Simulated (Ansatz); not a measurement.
## What U does to CrCuO2 (R-3m)

The source of the geometry is a structure as deposited in COD; atoms and cell stay fixed.

The runs share PBEsol, 11×11×11 k mesh, Fermi–Dirac smearing of 0.08 eV. PAW means Ansatz 0.2.0 on its default frozen-core files; LAPW is all-electron LAPW in Ansatz 0.2.0. Site moments are integrated in spheres about the atoms, whose radii differ between the methods.

The reference run was typed so:

```yaml
crystal:
  lattice:
    - [1.4867, 0.8583466452, 5.7]
    - [-1.4867, 0.8583466452, 5.7]
    - [0.0, -1.7166932904, 5.7]
  atoms:
    - { symbol: Cr, position: [0.5, 0.5, 0.5], spin: 3.0 }
    - { symbol: Cu, position: [0.0, 0.0, 0.0] }
    - { symbol: O, position: [0.10792, 0.10792, 0.10792] }
    - { symbol: O, position: [0.89208, 0.89208, 0.89208] }
magnetization:
  spin_polarized: true
kpoints:
  mp_grid: { grid: [11, 11, 11] }
scf:
  occupations: { method: fermi_dirac, width: 0.08 }
hamiltonian:
  xc: pbesol
  pseudopotentials: { kind: paw }
output:
  forces: true
  stress: true
  eigenvalues: true
  hubbard: { sites: [{ species: Cr, l: d }, { species: Cu, l: d }] }
  populations: true
```

Command: `ansatz run input.yaml --threads 2 --pin off --max-ram 6144MiB --backend cpu --events-out ev --progress --plain --runs-dir out`

The input for «U = 3 eV on Cr d, around-mean-field double counting» by LAPW differs from it in these lines, output keys apart:

```diff
-  pseudopotentials: { kind: paw }
+  pseudopotentials: { kind: all_electron, lapw: { basis_error: 0.001 } }
+  hubbard: { sites: [{ species: Cr, l: d, u_eff: 3 }], double_counting: amf }
```

U is Dudarev's effective value on Löwdin-orthogonalised free-atom orbitals with fully localised double counting, unless a row says otherwise (a row with U and J takes Liechtenstein's form); the search for lower states is left at its default. Gaps are Kohn–Sham gaps on the k mesh over both spins.

Without U, PAW counts the shell on its file's own orbitals, so that entry can be offset from the others.

```tsv
run	largest site moment PAW (μB)	largest site moment LAPW (μB)	gap PAW (eV)	gap LAPW (eV)	Cr d electrons PAW	electrons LAPW	P PAW (GPa)	P LAPW (GPa)
no U	2.39	2.58	0.99	1.00	4.46	4.46	-3.6	-3.6
U = 1 eV on Cr d and Cu d	2.42	–	1.33	–	4.43	–	-2.5	–
U = 3 eV on Cr d and Cu d	2.47	2.67	1.80	1.82	4.37	4.37	-0.2	-0.2
U = 5 eV on Cr d	?	–	?	–	?	–	0.6	–
U = 3 eV on Cr d, around-mean-field double counting	2.26	2.43	1.34	1.34	4.42	4.42	-3.1	-3.0
```

Question: Fill in "largest site moment PAW (μB)" for the row "U = 5 eV on Cr d".

Answer: 2.52.

Question: Fill in "Cr d electrons PAW" for the row "U = 5 eV on Cr d".

Answer: 4.32.

Question: What belongs in the row "U = 5 eV on Cr d", column "gap PAW (eV)"?

Answer: 1.60.

Question: How does the PAW gap respond to U?

Answer: From U = 0 to 5 eV it goes from 0.99 to 1.60 eV, a mean slope of 0.12, by way of 0.99, 1.33, 1.80, 1.60 eV. A slope near one would mean that both band edges belong to the corrected shell, and a slope near zero that neither does.

Question: Give the eigenvalues of the occupation matrix of Cr1 d for «U = 5 eV on Cr d» by PAW.

Answer: Majority spin: 0.35, 0.35, 0.99, 0.99, 0.99. Minority spin: 0.06, 0.07, 0.07, 0.22, 0.22.

The PAW files were made with PBE; the program remakes their cores once for the run's functional and then keeps them frozen. These are results for the start and cell typed. The real compound can order otherwise, in a larger cell, or not at all, since semilocal functionals at zero temperature often overstate magnetism.
